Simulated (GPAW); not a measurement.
Crystal: Sn.

```
Sn
1.0
    -1.72654    1.77555    2.33834
     1.72654   -1.77555    2.33834
     1.72654    1.77555   -2.33834
Sn
1
Direct
  0.00000 0.00000 0.00000
```

This isn't the form of Sn at room conditions, which is tetragonal (white tin).

| Quantity | Value |
| --- | --- |
| Program | GPAW 26.7.0 |
| Task | relaxation of cell and atoms |
| Functional | PBEsol |
| Dispersion | D4 |
| Potentials or basis | PAW data sets generated in the run's folder for this functional |
| Cutoff | 600 eV |
| Basis | pw |
| k mesh | 8 × 8 × 8 |
| Occupations | fermi-dirac, width 0.05 eV |
| Spin | no spin polarisation |

At the start: pressure -5.2 GPa; volume 28.67 Å³/atom.

Q: Where does the relaxation end?

A: Over 30 steps the energy falls by 72.5 meV/atom and the volume is 25.44 Å³/atom (-11.3 %); space group Immm (No. 71, to 0.05 Å).

Step by step:
```csv
step,energy change (eV),largest force (eV/Å),pressure (GPa),volume (Å³)
1,0.0000,0.0000,-5.22,28.67
2,-0.0317,0.0000,-3.68,27.55
3,-0.0567,0.0000,0.78,25.30
4,-0.0582,0.0000,0.07,25.57
5,-0.0603,0.0000,-0.37,25.72
6,-0.0620,0.0000,-0.41,25.71
7,-0.0624,0.0000,-0.16,25.60
8,-0.0633,0.0000,0.44,25.36
9,-0.0655,0.0000,1.32,25.02
10,0.0546,0.0000,11.05,22.18
11,-0.0679,0.0000,-1.71,26.19
12,-0.0719,0.0000,0.03,25.37
13,-0.0717,0.0000,-0.26,25.50
14,-0.0720,0.0000,-0.14,25.45
15,-0.0721,0.0000,-0.07,25.41
16,-0.0721,0.0000,-0.10,25.43
17,-0.0721,0.0000,-0.14,25.44
18,-0.0721,0.0000,-0.16,25.45
19,-0.0721,0.0000,-0.18,25.46
20,-0.0721,0.0000,-0.19,25.47
21,-0.0721,0.0000,-0.19,25.47
22,-0.0721,0.0000,-0.20,25.47
23,-0.0721,0.0000,-0.21,25.48
24,-0.0722,0.0000,-0.23,25.49
25,-0.0722,0.0000,-0.26,25.50
26,-0.0722,0.0000,-0.30,25.52
27,-0.0723,0.0000,-0.32,25.53
28,-0.0724,0.0000,-0.29,25.53
29,-0.0725,0.0000,-0.18,25.49
30,-0.0725,0.0000,-0.05,25.44
```

Final structure:
```
Sn
1.0
    -1.75563    1.72626    2.09838
     1.75563   -1.72626    2.09838
     1.75563    1.72626   -2.09838
Sn
1
Direct
  0.00000 0.00000 0.00000
```

Caveat: later steps reuse the first step's grids; pairwise dispersion overbinds metals, which lowers pressure and volume.
